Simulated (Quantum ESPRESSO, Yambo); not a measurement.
# Excitons of GaAs (F-43m) on ever denser meshes, part 3 of 4

How far does the k mesh set the exciton binding of GaAs (F-43m)?

Quantum ESPRESSO 7.5 and Yambo 5.3.0; PBE and many-body steps on it, plane waves. Known limits of the many-body steps: not at the basis limit; mesh may overstate the screening; screening runs away on this mesh; no spin-orbit coupling; coarse k mesh; bindings not settled in the k mesh.

So far. Step 8 (Triplet (no exchange term)): The lowest triplet lies at 1.138 eV; without spin-orbit coupling triplets are dark, so no spectrum is read. Step 9 (Empty states on the mesh, 6×6×6 mesh, 32 bands): On this mesh the gap is 0.518 eV.

**11. k mesh (6×6×6)**

This step: Bethe-Salpeter equation on PBE with a scissors shift, plane waves, norm-conserving pseudopotentials.

File bse6.in:

```
optics
bss
bse
em1s
dipoles
rim_cut
RandQpts= 1000000
RandGvec= 1 RL
Chimod= "HARTREE"
BSKmod= "SEX"
BSEmod= "resonant"
BSSmod= "d"
BSENGexx= 20 Ry
BSENGBlk= 4 Ry
% BSEQptR
 1 | 1 |
%
% BSEBands
 20 | 26 |
%
% BEnRange
 0 | 3 | eV
%
% BDmRange
 0.1 | 0.1 | eV
%
BEnSteps= 61
% BLongDir
 1 | 0 | 0 |
%
% BndsRnXs
 14 | 32 |
%
NGsBlkXs= 4 Ry
% LongDrXs
 1 | 1 | 1 |
%
% KfnQP_E
 0.658 | 1.0 | 1.0 |
%
WRbsWF
FFTGvecs= 47 Ry
```

Command:

```console
OMP_NUM_THREADS=1 mpirun -n 8 yambo -F bse6.in -J bse6 -C bse6 > bse6.log
```

Output:

```text
 Yambo, version 5.3.0

 [02] CORE Variables Setup
 =========================

  [... cell, symmetries and grids as in the set-up ...]

  [02.05] Energies & Occupations
  ==============================

  [X] === General ===
  [X] Electronic Temperature                        :  0.000000  0.000000 [eV K]
  [X] Bosonic    Temperature                        :  0.000000  0.000000 [eV K]
  [X] Finite Temperature mode                       : no
  [X] El. density                                   :  0.97390E+24 [cm-3]
  [X] Fermi Level                                   :  9.827511 [eV]

  [X] === Gaps and Widths ===
  [X] Conduction Band Min                           :  0.518058 [eV]
  [X] Valence Band Max                              :  0.000000 [eV]
  [X] Filled Bands                                  :  22
  [X] Empty Bands                                   :   23   32
  [X] Direct Gap                                    :  0.518058 [eV]
  [X] Direct Gap localized at k                     :  1
  [X] Indirect Gap                                  :  0.518058 [eV]
  [X] Indirect Gap between kpts                     :  1  1
  [X] Last valence band width                       :  3.198025 [eV]
  [X] 1st conduction band width                     :  3.091786 [eV]

 [03] Transferred momenta grid and indexing
 ==========================================

 [BZ sampling] Q-grid is User defined and/or read from the database

 IBZ Q-points                                      :  16
 BZ  Q-points                                      :  216

 K/Q-points units:
 rlu = crystal or reduced units; cc = cartesian coordinates; iku = interal k-units

 Q [ 1]         [rlu]:  0.000000  0.000000  0.000000
 Q [ 2]         [rlu]: -0.33824E-17 -0.33824E-17  0.16667
[...]
X band range                                     :   14   32
  X e/h energy range                               : -1.000000 -1.000000 [eV]
  X Time ordering                                  : T
  X Hxc Kernel                                     : HARTREE
  X Drude frequency                                :  0.000000  0.000000
  X poles                                          :  100.0000 [o/o]
  RL vectors in the sum                            :  1687
  [r,Vnl] included                                 : yes
  Field direction                                  :  0.577350E-5  0.577350E-5  0.577350E-5
  BZ energy Double Grid                            : no
  BZ energy DbGd points                            : 0
  BZ Q point size factor                           : -1.000000
  X Optical Averaged directions                    : none

 [08] Bethe Salpeter Equation driver
 ===================================

  [08.01] Bethe Salpeter Equation @q1
  ===================================

   [08.01.01] Transition pre-analysis @q1
   ======================================

   [08.01.02] Transition Groups build-up @q1
   =========================================

   [BSK] Transition groups (total):   64
   [BSK] Size (resonant):  2592
   [BSK]         (total):  2592
   [BSK] N. of matrices :  1

   [08.01.03] Loading Dipoles @q1
   ==============================

   [08.01.04] Independent Particles properties @q1
   ===============================================

   ==========================================================

   [BSE] Exchange components :   531
   [BSE] Correlation components :   59  259

    [08.01.05.01] Screened interaction header I/O
    =============================================

    [08.01.05.02] Main kernel loop
    ==============================

    [08.01.05.03] Wave-Function Phases
    ==================================

    [BSE] WF phases found       :  33.85417 [o/o]

   [08.01.06] BSE solver(s) @q1
   ============================

   [SLK-Digonalization]  Pools        :  2
   [SLK-Digonalization]  BLACS grid   :  2  2

   [08.01.07] Diago Solver @q1
   ===========================

 [11] Game Over & Game summary
```

It took 70 s on 8 MPI ranks of Arm Neoverse V2, shared host; peak memory 4.2 GiB.

This step gave:

- transitions in the window: 2592
- direct gap of the transition levels: 1.176 eV
- lowest state: 1.145 eV
- first strong exciton (over a fiftieth of the strongest listed): 1.145 eV
- binding of the lowest state below the direct gap: 0.03095 eV
- Coulomb term of one mesh cell: 0.04219 eV

The binding is 0.73 times the screened Coulomb term of one mesh cell (0.04 eV), so it is not shown settled.

The lowest state lies at 1.145 eV, 0.031 eV under the direct gap.

**12. Triplet (no exchange term)**

bse7.in, as its differences from bse6.in of step 11:

```diff
@@ -12,3 +12,3 @@
 BSSmod= "d"
-BSENGexx= 20 Ry
+BSENGexx= 1 RL
 BSENGBlk= 4 Ry
```

Command:

```console
OMP_NUM_THREADS=1 mpirun -n 8 yambo -F bse7.in -J bse7,bse6_W -C bse7 > bse7.log
```

Output:

```text
 Yambo, version 5.3.0

 [02] CORE Variables Setup
 =========================

  [... cell, symmetries and grids as in the set-up ...]

  [02.05] Energies & Occupations
  ==============================

  [X] === General ===
  [X] Electronic Temperature                        :  0.000000  0.000000 [eV K]
  [X] Bosonic    Temperature                        :  0.000000  0.000000 [eV K]
  [X] Finite Temperature mode                       : no
  [X] El. density                                   :  0.97390E+24 [cm-3]
[...]
=========================================

  [WARNING] [r,Vnl^pseudo] included in position and velocity dipoles.

  [WARNING] In case H contains other non local terms, these are neglected

 [07] Static Dielectric Matrix
 =============================

    [08.01.05.02] Main kernel loop
    ==============================

    [08.01.05.03] Wave-Function Phases
    ==================================

    [BSE] WF phases found       :  33.85417 [o/o]

   [08.01.06] BSE solver(s) @q1
   ============================

   [SLK-Digonalization]  Pools        :  2
   [SLK-Digonalization]  BLACS grid   :  2  2

   [08.01.07] Diago Solver @q1
   ===========================

 [11] Game Over & Game summary
```

The job ended after 59 s (8 MPI ranks; peak memory 4.2 GiB).

The lowest triplet lies at 1.138 eV; without spin-orbit coupling triplets are dark, so no spectrum is read.

**13. Empty states on the mesh, 8×8×8 mesh, 32 bands**

This step: Quantum ESPRESSO 7.5; DFT, PBE, plane waves, norm-conserving pseudopotentials.

File pw.in:

```
&control
  calculation = 'nscf'
  prefix = 'x'
  outdir = 'o'
  pseudo_dir = 'pseudo'
/
&system
  ibrav = 0
  nat = 2
  ntyp = 2
  ecutwfc = 104.0
  nbnd = 32
  force_symmorphic = .true.
/
&electrons
  conv_thr = 1e-9
  electron_maxstep = 80
  diago_full_acc = .true.
  diago_thr_init = 5e-6
/
ATOMIC_SPECIES
  Ga 69.723 Ga.upf
  As 74.922 As.upf
CELL_PARAMETERS angstrom
  0.0000000000 2.8268500000 2.8268500000
  2.8268500000 0.0000000000 2.8268500000
  2.8268500000 2.8268500000 0.0000000000
ATOMIC_POSITIONS crystal
  Ga 0.0000000000 0.0000000000 0.0000000000
  As 0.2500000000 0.2500000000 0.2500000000
K_POINTS automatic
  8 8 8 0 0 0
```

Command:

```console
OMP_NUM_THREADS=1 mpirun -n 8 pw.x -nk 4 -in pw.in > pw.out
```

Output:

```text
[banner, memory and clock lines left out]
Program PWSCF v.7.5 starts

     Atomic positions and unit cell read from directory:
     o/x.save/

     Message from routine setup:
     using ibrav=0 with symmetry is DISCOURAGED, use correct ibrav instead

     bravais-lattice index     =            0
     lattice parameter (alat)  =       7.5547  a.u.
     unit-cell volume          =     304.8842 (a.u.)^3
     number of atoms/cell      =            2
     number of atomic types    =            2
     number of electrons       =        44.00
[...]
k = 0.0884 0.0884-0.0884 (  5471 PWs)   bands (ev):

  -174.9302-133.8473-118.3121-118.3121-118.3121 -84.5717 -84.5717 -84.5716
[...]
k = 0.1768 0.1768-0.1768 (  5459 PWs)   bands (ev):

  -174.9302-133.8473-118.3121-118.3121-118.3121 -84.5717 -84.5717 -84.5717
[...]
-4.8892  -4.8892  -2.2062   5.6914   9.1499   9.1499  11.2807  14.4307
    14.4307  15.7873  18.8058  18.8805  18.8805  21.7719  25.5891  25.5891

          k = 0.2652 0.2652-0.2652 (  5453 PWs)   bands (ev):

     [... further k-points ...]

     highest occupied, lowest unoccupied level (ev):     9.8275   10.3456

     XML data file, pseudopotentials, collected wavefunctions
```

It took 4 s on 8 MPI ranks; peak memory 0.42 GiB; 29 s of CPU time.

Numbers from this step:

* gap: 0.5181 eV
* k of the valence top: 0, 0, 0
* k of the conduction bottom: 0, 0, 0
* least direct gap: 0.5181 eV
* k points computed: 29
* lowest point of the top converged band, above the valence top: 11.57 eV

On this mesh the gap is 0.518 eV.

**14. Conversion and set-up**

This step: Yambo 5.3.0; conversion and set-up on PBE, plane waves, norm-conserving pseudopotentials.

Command:

```console
(cd o/x.save; p2y > p2y.log; mv SAVE ../..); yambo > setup.log
```

Output:

```text
 Yambo, version 5.3.0

 [02] CORE Variables Setup
 =========================

  [02.01] Unit cells
  ==================

  Cell kind             :  FCC
  Atoms in the cell     :  Ga  As
  number of Ga atoms    :  1
  number of As atoms    :  1

  List of atomic masses
  Mass of Ga    :  69.72300
  Mass of As    :  74.92200

  List of atomic coordinates    : [cc]
  Ga1       :  0.000000  0.000000  0.000000  order 1
  As1       :  2.670986  2.670986  2.670986  order 2

  Alat factors          :  5.341972  5.341972  5.341972 [a.u.]
  Direct lattice volume :  304.8842 [a.u.]
[...]
Q [ 1]         [rlu]:  0.000000  0.000000  0.000000
 Q [ 2]         [rlu]: -0.45794E-18 -0.45794E-18  0.12500
 Q [ 3]         [rlu]: -0.91587E-18 -0.91587E-18  0.25000
[...]
Q [ 8]         [rlu]: -0.91587E-18  0.12500      0.37500
 Q [ 9]         [rlu]: -0.13173E-16  0.12500      0.50000
 Q [10]         [rlu]:  0.18317E-17  0.12500     -0.37500
     [... 17 further rows ...]
 Q [28]         [rlu]:  0.125000 -0.500000 -0.375000
 Q [29]         [rlu]:  0.250000 -0.500000 -0.250000

  [03.01] X indexes
  =================

   [03.01.01] Sigma indexes
   ========================

 [06] Game Over & Game summary
```

Run time: 3.7 s. Hardware: 1 MPI rank; peak memory 0.26 GiB.

**15. k mesh (8×8×8)**

This step: Bethe-Salpeter equation on PBE with a scissors shift, plane waves, norm-conserving pseudopotentials.

bse9.in, as its differences from bse7.in of step 12:

```diff
@@ -12,3 +12,3 @@
 BSSmod= "d"
-BSENGexx= 1 RL
+BSENGexx= 20 Ry
 BSENGBlk= 4 Ry
@@ -18,3 +18,3 @@
 % BSEBands
- 20 | 26 |
+ 20 | 24 |
 %
```

Command:

```console
OMP_NUM_THREADS=1 mpirun -n 8 yambo -F bse9.in -J bse9 -C bse9 > bse9.log
```

Output:

```text
 Yambo, version 5.3.0

 [02] CORE Variables Setup
 =========================

  [... cell, symmetries and grids as in the set-up ...]

  [02.05] Energies & Occupations
  ==============================

  [X] === General ===
  [X] Electronic Temperature                        :  0.000000  0.000000 [eV K]
  [X] Bosonic    Temperature                        :  0.000000  0.000000 [eV K]
  [X] Finite Temperature mode                       : no
  [X] El. density                                   :  0.97390E+24 [cm-3]
[...]
==========================================================

   [BSE] Exchange components :   531
   [BSE] Correlation components :    59   331

    [08.01.05.01] Screened interaction header I/O
    =============================================

    [08.01.05.02] Main kernel loop
    ==============================

    [08.01.05.03] Wave-Function Phases
    ==================================

    [BSE] WF phases found       :  43.99425 [o/o]

   [08.01.06] BSE solver(s) @q1
   ============================

   [SLK-Digonalization]  Pools        :  2
   [SLK-Digonalization]  BLACS grid   :  2  2

   [08.01.07] Diago Solver @q1
   ===========================

 [11] Game Over & Game summary
```

The job ended after 1.9 min (8 MPI ranks; peak memory 5.1 GiB).

This step gave:

```yaml
transitions_in_the_window: 3072
direct_gap_of_the_transition_levels: 1.176 eV
lowest_state: 1.133 eV
first_strong_exciton_over_a_fiftieth_of_the_strongest_listed: 1.133 eV
binding_of_the_lowest_state_below_the_direct_gap: 0.04287 eV
coulomb_term_of_one_mesh_cell: 0.05490 eV
```

The binding is 0.78 times the screened Coulomb term of one mesh cell (0.05 eV), so it is not shown settled.

The lowest state lies at 1.133 eV, 0.043 eV under the direct gap.

The window of bands is narrower than in the first exciton run, so this row is not like for like with it.

The program warns that the window of bands cuts a degenerate level, which breaks the symmetry of states and spectrum.

**16. Triplet (no exchange term)**

bse10.in, as its differences from bse9.in of step 15:

```diff
@@ -12,3 +12,3 @@
 BSSmod= "d"
-BSENGexx= 20 Ry
+BSENGexx= 1 RL
 BSENGBlk= 4 Ry
```

Command:

```console
OMP_NUM_THREADS=1 mpirun -n 8 yambo -F bse10.in -J bse10,bse9_W -C bse10 > bse10.log
```

Output:

```text
 Yambo, version 5.3.0

 [02] CORE Variables Setup
 =========================

  [... cell, symmetries and grids as in the set-up ...]

  [02.05] Energies & Occupations
  ==============================

  [X] === General ===
  [X] Electronic Temperature                        :  0.000000  0.000000 [eV K]
  [X] Bosonic    Temperature                        :  0.000000  0.000000 [eV K]
  [X] Finite Temperature mode                       : no
  [X] El. density                                   :  0.97390E+24 [cm-3]
[...]
=========================================

  [WARNING] [r,Vnl^pseudo] included in position and velocity dipoles.

  [WARNING] In case H contains other non local terms, these are neglected

 [07] Static Dielectric Matrix
 =============================

    [08.01.05.02] Main kernel loop
    ==============================

    [08.01.05.03] Wave-Function Phases
    ==================================

    [BSE] WF phases found       :  43.99425 [o/o]

   [08.01.06] BSE solver(s) @q1
   ============================

   [SLK-Digonalization]  Pools        :  2
   [SLK-Digonalization]  BLACS grid   :  2  2

   [08.01.07] Diago Solver @q1
   ===========================

 [11] Game Over & Game summary
```

Elapsed: 98 s, on 8 MPI ranks; peak memory 5 GiB; 12 min of CPU time.

The lowest triplet lies at 1.130 eV; without spin-orbit coupling triplets are dark, so no spectrum is read.

The program warns that the window of bands cuts a degenerate level, which breaks the symmetry of states and spectrum.

**17. Empty states on the mesh, 10×10×10 mesh, 32 bands**

This step: Quantum ESPRESSO 7.5; DFT, PBE, plane waves, norm-conserving pseudopotentials.

pw.in, as its differences from that of step 13:

```diff
@@ -31,2 +31,2 @@
 K_POINTS automatic
-  8 8 8 0 0 0
+  10 10 10 0 0 0
```

Command:

```console
OMP_NUM_THREADS=1 mpirun -n 8 pw.x -nk 4 -in pw.in > pw.out
```

Output:

```text
[banner, memory and clock lines left out]
Program PWSCF v.7.5 starts

     Atomic positions and unit cell read from directory:
     o/x.save/

     Message from routine setup:
     using ibrav=0 with symmetry is DISCOURAGED, use correct ibrav instead

     bravais-lattice index     =            0
     lattice parameter (alat)  =       7.5547  a.u.
     unit-cell volume          =     304.8842 (a.u.)^3
     number of atoms/cell      =            2
     number of atomic types    =            2
     number of electrons       =        44.00
[...]
k = 0.0707 0.0707-0.0707 (  5471 PWs)   bands (ev):

  -174.9302-133.8473-118.3121-118.3121-118.3121 -84.5717 -84.5717 -84.5716
[...]
k = 0.1414 0.1414-0.1414 (  5447 PWs)   bands (ev):

  -174.9302-133.8473-118.3121-118.3121-118.3121 -84.5716 -84.5716 -84.5716
[...]
-4.8895  -4.8895  -2.4434   6.5317   9.3265   9.3265  11.4134  14.2608
    14.2608  14.9934  18.8135  18.8135  18.9127  20.9339  24.4808  24.4808

          k = 0.2121 0.2121-0.2121 (  5453 PWs)   bands (ev):

     [... further k-points ...]

     highest occupied, lowest unoccupied level (ev):     9.8275   10.3456

     XML data file, pseudopotentials, collected wavefunctions
```

Run time: 5.8 s. Hardware: 8 MPI ranks; peak memory 0.43 GiB.

This step gave:

```
gap                                                           : 0.5181 eV
k of the valence top                                          : 0, 0, 0
k of the conduction bottom                                    : 0, 0, 0
least direct gap                                              : 0.5181 eV
k points computed                                             : 47
lowest point of the top converged band, above the valence top : 11.57 eV
```

On this mesh the gap is 0.518 eV.

**18. Conversion and set-up**

This step: Yambo 5.3.0; conversion and set-up on PBE, plane waves, norm-conserving pseudopotentials.

Command:

```console
(cd o/x.save; p2y > p2y.log; mv SAVE ../..); yambo > setup.log
```

Output:

```text
 Yambo, version 5.3.0

 [02] CORE Variables Setup
 =========================

  [02.01] Unit cells
  ==================

  Cell kind             :  FCC
  Atoms in the cell     :  Ga  As
  number of Ga atoms    :  1
  number of As atoms    :  1

  List of atomic masses
  Mass of Ga    :  69.72300
  Mass of As    :  74.92200

  List of atomic coordinates    : [cc]
  Ga1       :  0.000000  0.000000  0.000000  order 1
  As1       :  2.670986  2.670986  2.670986  order 2

  Alat factors          :  5.341972  5.341972  5.341972 [a.u.]
  Direct lattice volume :  304.8842 [a.u.]
[...]
Q [ 1]         [rlu]:  0.000000  0.000000  0.000000
 Q [ 2]         [rlu]:  0.49426E-19  0.49426E-19  0.10000
 Q [ 3]         [rlu]: -0.19800E-17 -0.19800E-17  0.20000
[...]
Q [ 8]         [rlu]: -0.20294E-17  0.10000      0.20000
 Q [ 9]         [rlu]: -0.19800E-17  0.10000      0.30000
 Q [10]         [rlu]:  0.63849E-17  0.10000      0.40000
     [... 35 further rows ...]
 Q [46]         [rlu]:  0.200000  0.400000 -0.300000
 Q [47]         [rlu]:  0.200000 -0.500000 -0.300000

  [03.01] X indexes
  =================

   [03.01.01] Sigma indexes
   ========================

 [06] Game Over & Game summary
```

Wall time 4.4 s (1 MPI rank); peak memory 0.28 GiB.

**19. k mesh (10×10×10)**

This step: Bethe-Salpeter equation on PBE with a scissors shift, plane waves, norm-conserving pseudopotentials.

bse12.in, as its differences from bse10.in of step 16:

```diff
@@ -12,3 +12,3 @@
 BSSmod= "d"
-BSENGexx= 1 RL
+BSENGexx= 20 Ry
 BSENGBlk= 4 Ry
@@ -18,3 +18,3 @@
 % BSEBands
- 20 | 24 |
+ 21 | 24 |
 %
```

Command:

```console
OMP_NUM_THREADS=1 mpirun -n 8 yambo -F bse12.in -J bse12 -C bse12 > bse12.log
```

Output:

```text
 Yambo, version 5.3.0

 [02] CORE Variables Setup
 =========================

  [... cell, symmetries and grids as in the set-up ...]

  [02.05] Energies & Occupations
  ==============================

  [X] === General ===
  [X] Electronic Temperature                        :  0.000000  0.000000 [eV K]
  [X] Bosonic    Temperature                        :  0.000000  0.000000 [eV K]
  [X] Finite Temperature mode                       : no
  [X] El. density                                   :  0.97390E+24 [cm-3]
[...]
==========================================================

   [BSE] Exchange components :   531
   [BSE] Correlation components :    59   331

    [08.01.05.01] Screened interaction header I/O
    =============================================

    [08.01.05.02] Main kernel loop
    ==============================

    [08.01.05.03] Wave-Function Phases
    ==================================

    [BSE] WF phases found       :  46.84176 [o/o]

   [08.01.06] BSE solver(s) @q1
   ============================

   [SLK-Digonalization]  Pools        :  2
   [SLK-Digonalization]  BLACS grid   :  2  2

   [08.01.07] Diago Solver @q1
   ===========================

 [11] Game Over & Game summary
```

Wall time 5 min (8 MPI ranks); peak memory 7.2 GiB.

Numbers from this step:

| Property | Result |
| --- | --- |
| transitions in the window | 4000 |
| direct gap of the transition levels | 1.176 eV |
| lowest state | 1.128 eV |
| first strong exciton (over a fiftieth of the strongest listed) | 1.128 eV |
| binding of the lowest state below the direct gap | 0.04814 eV |
| Coulomb term of one mesh cell | 0.05971 eV |

The binding is 0.81 times the screened Coulomb term of one mesh cell (0.06 eV), so it is not shown settled.

The lowest state lies at 1.128 eV, 0.048 eV under the direct gap.

Field along x; broadening 0.1 eV; transition window only. Limits: finite bands, cutoff and mesh; no spin-orbit coupling; exciton not shown settled in the k mesh. ε₂ against photon energy; read off at these points:

```tsv
photon energy (eV)	BSE	no electron-hole interaction
0.00	0.321	0.269
0.10	0.364	0.303
0.20	0.420	0.346
0.30	0.493	0.403
0.40	0.593	0.480
0.50	0.738	0.589
0.60	0.961	0.752
0.70	1.34	1.01
0.85	2.67	1.87
0.95	5.28	3.37
1.05	13.2	7.63
1.15	20.1	18.1
1.25	8.76	12.6
1.35	4.03	5.12
1.45	2.46	2.69
1.55	1.87	1.80
1.65	1.67	1.45
1.75	1.72	1.34
1.85	2.01	1.40
1.95	2.70	1.67
2.05	4.42	2.33
2.15	9.42	4.08
2.25	14.5	8.89
2.30	11.4	10.6
2.40	7.75	6.59
2.50	9.92	5.32
2.60	20.7	7.64
2.70	36.2	16.4
2.80	22.5	26.2
2.90	12.6	17.4
3.00	8.65	9.26
```

The window of bands is narrower than in the first exciton run, so this row is not like for like with it.

The program warns that the window of bands cuts a degenerate level, which breaks the symmetry of states and spectrum.

(Continued in part 4 of 4.)

[Paths, hosts, dates, memory and timing lines, banners, echoed tables and standing remarks are left out of the program output.]

[Logs are printed without paths, hosts, clocks, repeated set-up lines and the standing remarks that a program may print on its own settings, such as how far it seeks lower states.]

[Runs of the session that timed out or met a known fault of the program may be left out.]

[Hosts, paths, dates, database ids (printed as entryN), source tags and the programs' standing remarks are cut or masked in the printed files.]
